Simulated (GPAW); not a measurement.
Runs of GPAW 26.7.0 on BaS. The structure is cubic, space group Fm-3m (No. 225). Conventional cell: a = 6.388 Å, b = 6.388 Å, c = 6.388 Å, α = 90.00°, β = 90.00°, γ = 90.00°. Around Ba (site symmetry m-3m) lie 6 S at 3.19 Å. S (site symmetry m-3m) is surrounded by 6 Ba at 3.19 Å. 

```csv
task,level,potentials or basis,cell,smearing,band path,band points,optimizer,fmax,max steps,gap on the mesh (eV),pressure (GPa)
band structure,PBE,"GPAW PAW data sets (gpaw-data 1.2.1), pw",as given,fermi-dirac 0.05 eV,"GXWKGLUWLK,UX",100,-,-,-,2.19,1.2
band structure,revPBE,"the program's PAW data sets (release 1.2.1) made for this functional, pw",as given,fermi-dirac 0.05 eV,"GXWKGLUWLK,UX",80,-,-,-,2.30,2.4
relaxation of cell and atoms,revPBE,"the program's PAW data sets (release 1.2.1) made for this functional, pw",relaxed to 20 GPa,fermi-dirac 0.05 eV,-,-,LBFGS,0.01 eV/Å,40,1.72,20.0
single point,PBE,"GPAW PAW data sets (gpaw-data 1.2.1), pw",as given,gaussian 0.012 eV,-,-,-,-,-,2.19,1.2
band structure,PBEsol,"PAW data sets generated in the run's folder for this functional, pw",as given,fermi-dirac 0.05 eV,"GXWKGLUWLK,UX",80,-,-,-,(b),(a)
```

Alike in all rows: no spin polarisation; k mesh 7 × 7 × 7; cutoff (eV) 600.

Estimate the missing entries.

(a) -0.8; (b) 2.07.

Caveats: spin-orbit coupling is left out, which moves the levels of the heavy elements; an odd mesh through Γ misses points on the zone boundary, where band edges often lie (some runs); later steps reuse the first step's grids (some runs).

A k mesh can miss the band edges, and the runs leave out spin-orbit coupling on Ba.
